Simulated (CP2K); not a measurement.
ZnS under changes of volume

One of the cells (19.727 Å³/atom); the others are scaled copies at fixed shape and fractional positions:

```
CELL_PARAMETERS angstrom
3.82121 0.00000 0.00000
1.91060 3.30926 0.00000
1.91060 1.10309 3.12000
ATOMIC_POSITIONS crystal
Zn 0.75000 0.75000 0.75000
S 0.00000 0.00000 0.00000
```

* Program: CP2K 2026.2
* Functional: PBEsol
* Potentials or basis: POTENTIAL_UZH Zn GTH-PBE-q12, S GTH-PBE-q6; TZVP-MOLOPT-PBE-GTH basis
* Density cutoff: 6123 eV
* k mesh: 9 × 9 × 9
* Occupations: fermi-dirac, width 0.05 eV
* Spin: no spin polarisation

```tsv
volume (Å³/atom)	energy over the lowest point (meV/atom)	pressure (GPa)	gap on the mesh (eV)
18.543	11.71	3.9	2.16
18.938	2.74	2.0	2.07
19.332	0.00	0.3	1.98
19.727	1.31	-1.3	1.90
20.121	6.23	-2.7	1.81
20.516	?	?	?
20.910	25.47	-5.0	1.65
```

What does the run at 20.516 Å³/atom give?

Energy over the lowest point 14.40 meV/atom; pressure -3.9 GPa; gap on the mesh 1.73 eV.

Worked out: A Birch-Murnaghan fit of order 3 (a polynomial in V^(-2/3)) to the other rows has its minimum at 19.40 Å³/atom with B0 = V·E''(V) = 88 GPa (rough, since the energies scatter). It gives 14.66 meV/atom at 20.516 Å³/atom, against the run's 14.40, and -dE/dV = -3.9 GPa, against -3.9. A straight line through the other rows of the gap, of slope -4.25 eV per unit of ln V (its deformation potential), gives 1.73 eV, against the run's 1.73.

Energies are extrapolated to zero smearing.

Caveats: the potentials were made for another functional, which shifts forces and pressure; the basis of atomic orbitals isn't converged, which shifts pressures, moduli and gaps.
